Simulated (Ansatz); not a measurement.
Here is an Ansatz 0.2.0 calculation.

input.yaml

```yaml
crystal:
  lattice:
    - [3.18, 0.0, 0.0]
    - [-1.59, 2.753960784, 0.0]
    - [0.0, 0.0, 5.166]
  atoms:
    - { symbol: Ga, position: [0.6666666667, 0.3333333333, 0.5] }
    - { symbol: Ga, position: [0.3333333333, 0.6666666667, 0.0] }
    - { symbol: "N", position: [0.6666666667, 0.3333333333, 0.875] }
    - { symbol: "N", position: [0.3333333333, 0.6666666667, 0.375] }
kpoints:
  mp_grid: { grid: [10, 10, 5] }
scf:
  occupations: { method: fermi_dirac, width: 0.05 }
hamiltonian:
  xc: pbesol
  pseudopotentials: { kind: all_electron, lapw: { basis_error: 0.002 } }
output:
  forces: true
  stress: true
relax:
  f_tol: 0.01
  max_steps: 60
  cell: { p_target: 20 }
```

Potentials or basis: all-electron LAPW, scalar-relativistic.

Command:

```bash
$ ansatz run input.yaml --threads 2 --pin off --max-ram 8192MiB --backend cpu --events-out ev --progress --plain --runs-dir out
```

(1) Estimate the relaxed cell.

(2) Estimate the relaxed volume.

(3) Predict the space group after relaxing (to 0.05 Å).

## Answers

(1) a = 3.091 Å, b = 3.091 Å, c = 5.037 Å, α = 90.00°, β = 90.00°, γ = 120.00°.

(2) 10.42 Å³/atom.

(3) P6_3mc (No. 186).
